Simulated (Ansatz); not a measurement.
Level of theory: DFT PBE, scalar-relativistic, plane waves, PAW (Ansatz 0.2.0). Settings: cutoff 420 eV, Γ-centred meshes spaced at most about 0.3 Å⁻¹, and about 0.25 Å⁻¹ or finer for metals (2π included), Gaussian smearing. No spin polarisation.

Each guess is relaxed in cell and atoms at zero pressure, on a coarse mesh first where it starts far from rest and then on a converged one. The steps can't lower the symmetry of the start, but it can rise. Energies are static (0 K, no zero-point motion).

Two unrelaxed guesses for Sr2O:

A.

Space group P4_2/mnm (No. 136). a = 5.822 Å, b = 5.822 Å, c = 4.105 Å, α = 90.00°, β = 90.00°, γ = 90.00°
```tsv
atom	site	symmetry	x	y	z
Sr	4f	m.2m	0.6913	0.6913	0.0000
O	2a	m.mm	0.5000	0.5000	0.5000
```

B.

Space group P6/mmm (No. 191). a = 4.684 Å, b = 4.684 Å, c = 4.471 Å, α = 90.00°, β = 90.00°, γ = 120.00°
| atom | site | symmetry | x | y | z |
| --- | --- | --- | --- | --- | --- |
| Sr | 2c | -6m2 | 0.3333 | 0.6667 | 0.0000 |
| O | 1a | 6/mmm | 0.0000 | 0.0000 | 0.0000 |

Question: Which guess leads to the lower structure, and by how much?

Answer: A ends lower, by 1.49 eV/atom. A: P4_2/mnm at 23.2 Å³/atom → P4_2/mnm (anti-rutile type) at 27.1 Å³/atom; B: P6/mmm at 28.3 Å³/atom → P6/mmm at 27.6 Å³/atom. Counting O atoms around Sr (those within 1.25 times the shortest such distance or 1.15 times the sum of covalent radii; a plus sign parts nearer from farther groups), the end of A has Sr 2+1 and the end of B has Sr 3. End of A. Conventional cell: a = 6.617 Å, c = 3.711 Å. Sr has 2 O at 2.58 Å, 1 O at 2.89 Å and 11 Sr at 3.58–3.87 Å; O is surrounded by 4 Sr at 2.58 Å and 2 Sr at 2.89 Å. End of B. Conventional cell: a = 4.908 Å, c = 3.963 Å. Sr has 3 Sr at 2.83 Å, 3 O at 2.83 Å and 2 Sr at 3.96 Å; O is surrounded by 6 Sr at 2.83 Å.

Ends held by symmetry can be saddle points. A magnetic state wasn't ruled out in cells without spin, among them P4_2/mnm, P6/mmm.
